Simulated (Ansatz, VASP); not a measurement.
## Al in VASP and in Ansatz

INCAR

```
SYSTEM = Al
PREC     = Accurate       ! precision mode
ENCUT    = 520            ! plane-wave cutoff, eV
EDIFF    = 1E-7           ! SCF threshold, eV
ISMEAR   = -1             ! smearing method
SIGMA    = 0.05           ! smearing width, eV
LREAL    = .FALSE.        ! projectors in reciprocal space
LASPH    = .TRUE.         ! aspherical terms in the spheres
NELM     = 100            ! most SCF steps
ALGO     = Normal         ! electronic algorithm
ISIF     = 2              ! what is computed and relaxed
LWAVE    = .FALSE.        ! write WAVECAR
LCHARG   = .FALSE.        ! write CHGCAR
GGA      = PE             ! functional
NBANDS   = 10             ! bands
```

File KPOINTS:

```
regular mesh
0
G
  16 16 16
  0 0 0
```

Contents of POSCAR:

```
Al
1.0
   -2.6455853965      2.6455853965      1.3713062696
    2.6455853965     -2.6455853965      1.3713062696
    2.6455853965      2.6455853965     -1.3713062696
Al
2
Direct
   -0.3750000000     -0.1250000000     -0.2500000000
    0.3750000000      0.1250000000      0.2500000000
```

Input for Ansatz:

```yaml
crystal:
  lattice:
    - [-2.6455853965, 2.6455853965, 1.3713062696]
    - [2.6455853965, -2.6455853965, 1.3713062696]
    - [2.6455853965, 2.6455853965, -1.3713062696]
  atoms:
    - { symbol: Al, position: [-0.375, -0.125, -0.25] }
    - { symbol: Al, position: [0.375, 0.125, 0.25] }
kpoints:
  mp_grid: { grid: [16, 16, 16] }
scf:
  occupations: { method: fermi_dirac, width: 0.05 }
hamiltonian:
  xc: pbe
  pseudopotentials: { kind: nc }
output:
  forces: true
  stress: true
  eigenvalues: true
```

Change from the starting cell: volume scaled by 1, norm-conserving files.

Alike in both runs: task single point; functional PBE; k mesh 16 × 16 × 16; occupations fermi-dirac, width 0.05 eV; no spin polarisation.

|  | VASP | Ansatz |
| --- | --- | --- |
| version | VASP 6.6.1 | Ansatz 0.2.0 |
| potentials or method | VASP PAW PBE potentials, release 64 (Al) | norm-conserving pseudopotentials, scalar-relativistic |
| plane-wave cutoff (eV) | 520 | 544 |
| valence electrons in the cell | 6 | 6 |

|  | VASP | Ansatz | Ansatz less VASP |
| --- | --- | --- | --- |
| pressure (GPa) | 0.0 | 0.0 | +0.01 |

With one functional, cell and mesh, what is left measures potentials, basis and numerics.
